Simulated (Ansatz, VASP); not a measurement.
One calculation of AlN, two programs

INCAR

```
SYSTEM = AlN
  PREC = Accurate
  ENCUT = 520
  EDIFF = 1E-6
  ISMEAR = 0
  SIGMA = 0.02
  LREAL = .FALSE.
  LASPH = .TRUE.
  NELM = 100
  ALGO = Normal
  ISIF = 2
  LWAVE = .FALSE.
  LCHARG = .FALSE.
  GGA = PS
  NBANDS = 11
```

File KPOINTS:

```
regular mesh
0
G
  10 10 10
  0 0 0
```

The input POSCAR:

```
AlN
1.0
    0.0000000000      2.1043214745      2.1043214745
    2.2790409593     -0.1747194848      2.2790409593
    2.1043214745      2.1043214745      0.0000000000
Al N
1 1
Direct
   -0.0079306590      0.0237919769     -0.0079306590
    0.7579306590      0.7262080231      0.7579306590
```

Input for Ansatz:

```yaml
crystal:
  lattice:
    - [0.0, 2.1043214745, 2.1043214745]
    - [2.2790409593, -0.1747194848, 2.2790409593]
    - [2.1043214745, 2.1043214745, 0.0]
  atoms:
    - { symbol: Al, position: [-0.007930659, 0.0237919769, -0.007930659] }
    - { symbol: "N", position: [0.757930659, 0.7262080231, 0.757930659] }
basis:
  ecutwfc: 420
kpoints:
  mp_grid: { grid: [10, 10, 10] }
hamiltonian:
  xc: pbesol
scf:
  occupations: { method: gaussian, width: 0.02 }
output:
  forces: true
  stress: true
  eigenvalues: true
  populations: true
```

Alike in both runs: task single point; functional PBEsol; k mesh 10 × 10 × 10; occupations gaussian, width 0.02 eV; no spin polarisation.

```csv
,VASP,Ansatz
version,VASP 6.6.1,Ansatz 0.2.0
potentials or method,"VASP PAW PBE potentials, release 64 (Al, N)","scalar-relativistic, plane waves, PAW"
plane-wave cutoff (eV),520,420
valence electrons in the cell,8,8
```

VASP gave:

* gap on the k mesh at the Fermi level (eV): 2.36
* least direct gap on the mesh (eV): 3.00
* pressure (GPa): -0.7
* largest component of the traceless stress (GPa): 14.32
* rms of the force components (eV/Å): 0.481

Question: What did Ansatz give for the same quantities?

Answer: gap on the k mesh at the Fermi level (eV): 2.38; least direct gap on the mesh (eV): 2.99; pressure (GPa): -0.7; largest component of the traceless stress (GPa): 14.21; rms of the force components (eV/Å): 0.485.

Atom by atom the forces differ by 0.004 eV/Å (rms over components). The functional is the same, so the differences come from potentials, cutoffs and numerics.

Caveats: the PAW data sets were made with another functional, which shifts forces and pressure a little (VASP). A k mesh can miss the band edges.
